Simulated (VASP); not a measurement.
Set up this calculation in VASP 6.6.1, as the native input.

```
Task                   : relaxation of cell and atoms
Functional             : PBEsol
Potentials or basis    : VASP PAW PBE potentials, release 64 (Ba_sv, F)
Cutoff                 : 600 eV
k mesh                 : 8 × 8 × 8
Occupations            : gaussian, width 0.03 eV
Spin                   : no spin polarisation
Further INCAR settings : ALGO = Normal; EDIFF = 1e-06; IBRION = 2; EDIFFG = -0.01; NSW = 90; ISIF = 3
```

The structure of BaF2 (Frankdicksonite) lies in POSCAR:

```
BaF2
1.0
    0.0000000000      3.1000500000      3.1000500000
    3.1000500000      0.0000000000      3.1000500000
    3.1000500000      3.1000500000      0.0000000000
Ba F
1 2
Direct
    0.0000000000      0.0000000000      0.0000000000
    0.2500000000      0.2500000000      0.2500000000
    0.7500000000      0.7500000000      0.7500000000
```

One way to write it, as run:

INCAR

```
SYSTEM = BaF2
  PREC = Accurate
  ENCUT = 600
  EDIFF = 1E-6
  ISMEAR = 0
  SIGMA = 0.03
  LREAL = .False.
  LASPH = .True.
  NELM = 80
  ALGO = Normal
  ISIF = 3
  LWAVE = .False.
  LCHARG = .False.
  GGA = PS
  IBRION = 2
  NSW = 90
  EDIFFG = -0.01
```

KPOINTS

```
Automatic mesh
0
Gamma
  8 8 8
  0 0 0
```

Potentials or basis: VASP PAW PBE potentials, release 64 (Ba_sv, F).

The run is started by

```console
$ cat potpaw_PBE.64/Ba_sv/POTCAR potpaw_PBE.64/F/POTCAR > POTCAR
$ mpirun -np 1 vasp_std > vasp.out
```

Results of the run:

* Relaxed volume: 19.62 Å³/atom
* Relaxed cell: a = 4.366 Å, b = 4.366 Å, c = 4.366 Å, α = 60.00°, β = 60.00°, γ = 60.00°
* Space group after relaxing (to 0.05 Å): Fm-3m (No. 225)
* Energy gained by relaxing: 0.5 meV/atom
* Ionic steps: 2
* Pressure after relaxing: 0.0 GPa
* Band gap on the k mesh: 6.68 eV, indirect (least direct gap 6.77 eV)

Caveat: the PAW data sets were made with another functional, which shifts forces and pressure a little; spin-orbit coupling is left out, which moves the levels of the heavy elements.

Run time: 19 s on 1 thread of Intel(R) Xeon(R) 6975P-C (Granite Rapids), with other jobs on the host, peak memory 0.21 GiB.
